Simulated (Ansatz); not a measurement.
# KI: the cell at several levels of theory

An exercise on one series of results from a longer session: the logs are not shown, and one member is left open.

Code: Ansatz 0.2.0. PAW datasets, plane waves, zero pressure. The calculation is spin-unpolarised, and the structure need not be a phase that has been made.

## The structure to begin with

The symmetry is Pm-3m (No. 221, cubic); conventional cell a = 4.246 Å, 38.28 Å³ an atom. K has 8 I at 3.68 Å; I has 8 K at 3.68 Å.

As a file:

```cif
data_structure
_symmetry_space_group_name_H-M 'Pm-3m'
_symmetry_Int_Tables_number 221
_cell_length_a 4.2464
_cell_length_b 4.2464
_cell_length_c 4.2464
_cell_angle_alpha 90.000
_cell_angle_beta 90.000
_cell_angle_gamma 90.000
_cell_volume 76.57
loop_
_atom_site_label
_atom_site_type_symbol
_atom_site_symmetry_multiplicity
_atom_site_Wyckoff_symbol
_atom_site_fract_x
_atom_site_fract_y
_atom_site_fract_z
_atom_site_occupancy
K1 K 1 a 0.00000 0.00000 0.00000 1
I1 I 1 b 0.50000 0.50000 0.50000 1
```

Set-up of the first run:

Contents of input.yaml:

```yaml
crystal:
  lattice:
    - [4.2463788983, 0.0, 0.0]
    - [0.0, 4.2463788983, 0.0]
    - [0.0, 0.0, 4.2463788983]
  atoms:
    - { symbol: K, position: [0.0, 0.0, 0.0] }
    - { symbol: I, position: [0.5, 0.5, 0.5] }
kpoints:
  mp_grid: { grid: [6, 6, 6] }
hamiltonian:
  xc: pbe
scf:
  occupations: { method: fermi_dirac, width: 0.02 }
relax:
  f_tol: 0.005
  cell: {}
```

On the command line:

```console
$ ansatz run input.yaml --threads 2 --pin off --max-ram 2211MiB --backend cpu --events-out ev --progress --plain --runs-dir out
```

Among the steps run: Relaxing with PBE; r2SCAN: cell and atoms; Relaxing with PBEsol; Relaxing with LDA; Relaxing with HSE06.

One of the session's tables, all rows but one given; the rest of the session is left out.

```
 level  a (Å)  volume (Å³/atom)
   PBE  4.342            40.921
r2SCAN  4.291            39.503
PBEsol  4.229            37.829
   LDA      ?                 ?
 HSE06  4.321            40.346
```

Q: Estimate the row for LDA from the others.

As computed: a (Å): 4.122; volume (Å³/atom): 35.029. In the column «a (Å)» it is the lowest.

What this shows: From the start to the first minimum the volume moved by +6.9 %. The volume runs from LDA (least) to PBE (most), a spread of 16.8 %, or 5.3 % in length if all axes shared it alike. The meshes differ: PBE 6×6×6, r2SCAN 6×6×6, PBEsol 6×6×6, LDA 6×6×6, HSE06 4×4×4.
